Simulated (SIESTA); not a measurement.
Crystal: CoO.

```
Co O
1.0
     2.57053    0.00000    0.00000
     0.00000    2.57053    0.00000
     0.00000    0.00000    2.57053
Co O
1 1
Direct
  0.00000 0.00000 0.00000
  0.50000 0.50000 0.50000
```

Measurements of this composition are mostly on another form, of space group No. 225.

Base run:

- Program: SIESTA 5.4.2
- Functional: PBE
- Potentials or basis: PseudoDojo 0.4 standard (PBE files)
- Basis: DZP (energy shift 0.003 Ry; two zetas on semicore shells)
- Grid cutoff: 800 Ry
- Energy shift: 0.003 Ry
- k mesh: 10 × 10 × 10
- Occupations: fermi-dirac, width 0.05 eV
- Spin: collinear spin, ferromagnetic start
- Starting moments: [2.0, 0.0] μB
- Fixed moment: 2 μB

Its results: pressure 4.6 GPa; site moments Co +1.81; O +0.19 μB.

Question: The run is repeated on the same cell with these changes: fixed moment from 2 μB to 1 μB. What comes out?

Answer: Pressure -0.3 GPa; site moments Co +0.97; O +0.03 μB.

Caveats: short orbitals over semicore shells can move pressures by several GPa; the basis of atomic orbitals isn't converged, which shifts pressures, moduli and gaps; the total moment is fixed, so each spin has its own Fermi level; a cell with one magnetic atom can't hold antiferromagnetic order, which such compounds often take.
